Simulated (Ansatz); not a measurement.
# ZrC: a relaxation

This session takes ZrC and sets out to relax the bulk.

Computed with Ansatz 0.2.0 (DFT PBE, scalar-relativistic, plane waves, PAW, unless a step's input says otherwise).

1 further run of the same task is left out (set aside as unsound or not needed).

Symmetry: Fm-3m, No. 225, cubic system. Conventional cell: a = 4.700 Å, b = 4.700 Å, c = 4.700 Å, α = 90.00°, β = 90.00°, γ = 90.00°. Zr (site symmetry m-3m) has 6 C at 2.35 Å as nearest neighbours. C (site symmetry m-3m) has 6 Zr at 2.35 Å as nearest neighbours.

Coordinates:

```cif
data_structure
_symmetry_space_group_name_H-M 'Fm-3m'
_symmetry_Int_Tables_number 225
_cell_length_a 4.7004
_cell_length_b 4.7004
_cell_length_c 4.7004
_cell_angle_alpha 90.000
_cell_angle_beta 90.000
_cell_angle_gamma 90.000
_cell_volume 103.85
loop_
_atom_site_label
_atom_site_type_symbol
_atom_site_symmetry_multiplicity
_atom_site_Wyckoff_symbol
_atom_site_fract_x
_atom_site_fract_y
_atom_site_fract_z
_atom_site_occupancy
Zr1 Zr 4 b 0.50000 0.00000 0.00000 1
C1 C 4 a 0.00000 0.00000 0.00000 1
```

Source of the structure: the Crystallography Open Database.

The structure above is the start of the run; the results belong to its end.

| quantity | value |
| --- | --- |
| bulk: relaxed cell (conventional) | a = 4.709 Å, b = 4.709 Å, c = 4.709 Å, α = 90.00°, β = 90.00°, γ = 90.00° |
| bulk: space group (0.01 Å) | Fm-3m (No. 225) |
| bulk: volume | 13.05 Å³/atom |
| bulk: formation energy (elements from runs with the same settings, not shown) | -0.86 eV/atom |

In words: The bulk cell grew by 0.5 % in volume on relaxing. PBE usually gives cells somewhat too large. A measured lattice constant a of ZrC is 4.698 Å (a printed reference work, monograph); the calculated 4.709 Å misses it by +0.2 %. That is the cell relaxed with PBE, without thermal expansion or zero-point motion.

**Question.** Which input and command would start the relaxation behind these results?

The input that was run (others would do too):

input.yaml reads:

```yaml
crystal:
  lattice:
    - [0.0, 2.35021, 2.35021]
    - [2.35021, 0.0, 2.35021]
    - [2.35021, 2.35021, 0.0]
  atoms:
    - { symbol: Zr, position: [0.5, 0.5, 0.5] }
    - { symbol: C, position: [0.0, 0.0, 0.0] }
basis:
  ecutwfc: 420
kpoints:
  mp_grid: { grid: [16, 16, 16] }
hamiltonian:
  xc: pbe
scf:
  occupations: { method: gaussian, width: 0.1 }
output:
  forces: true
  stress: true
  eigenvalues: true
relax:
  adjacent_minimum: "off"
  f_tol: 0.005
  max_steps: 80
  cell: { stress_tol: 0.05 }
```

Started as:

```sh
ansatz run input.yaml --threads 4 --pin off --max-ram 10240MiB --backend cpu --events-out ev --progress --plain --runs-dir out
```
